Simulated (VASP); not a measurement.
Wanted: the native input for a VASP 6.6.1 run.

| Item | Value |
| --- | --- |
| Task | relaxation of cell and atoms |
| Functional | LDA |
| Potentials or basis | VASP PAW LDA potentials, release 64 (Li_sv, F) |
| Cutoff | 600 eV |
| k mesh | 12 × 12 × 12 |
| Occupations | gaussian, width 0.03 eV |
| Spin | no spin polarisation |
| Further INCAR settings | ALGO = Normal; EDIFF = 1e-06; IBRION = 2; EDIFFG = -0.01; NSW = 90; ISIF = 3 |

The structure of LiF (Griceite) lies in POSCAR:

```
LiF
1.0
    0.0000000000      2.0140000000      2.0140000000
    2.0140000000      0.0000000000      2.0140000000
    2.0140000000      2.0140000000      0.0000000000
Li F
1 1
Direct
    0.0000000000      0.0000000000      0.0000000000
    0.5000000000      0.5000000000      0.5000000000
```

The input as run:

INCAR

```
  ALGO = Normal
  EDIFF = 1E-6
  EDIFFG = -0.01
  ENCUT = 600
  IBRION = 2
  ISIF = 3
  ISMEAR = 0
  LASPH = True
  LCHARG = False
  LREAL = False
  LWAVE = False
  NELM = 80
  NSW = 90
  PREC = Accurate
  SIGMA = 0.03
```

KPOINTS

```
k-points
0
Gamma
  12 12 12
```

Potentials or basis: VASP PAW LDA potentials, release 64 (Li_sv, F).

Run with:

```console
$ cat potpaw_LDA.64/Li_sv/POTCAR potpaw_LDA.64/F/POTCAR > POTCAR
$ mpirun -np 1 vasp_std > vasp.out
```

It gave:

The relaxed volume is 7.39 Å³/atom and the relaxed cell is a = 2.755 Å, b = 2.755 Å, c = 2.755 Å, α = 60.00°, β = 60.00°, γ = 60.00°. The space group after relaxing (to 0.05 Å) is Fm-3m (No. 225), the energy gained by relaxing is 18.5 meV/atom and the ionic steps are 4. The pressure after relaxing is 0.0 GPa and the band gap on the k mesh is 9.79 eV, direct.

Caveat: the cutoff is under 1.25 times the usual one of these potentials, so pressure, stress and relaxed cells hold a basis-set (Pulay) error.

Wall time 23 s on 1 thread of Intel(R) Xeon(R) Platinum 8259CL CPU @ 2.50GHz (Skylake/Cascade Lake), with other jobs on the host, peak memory 0.13 GiB.
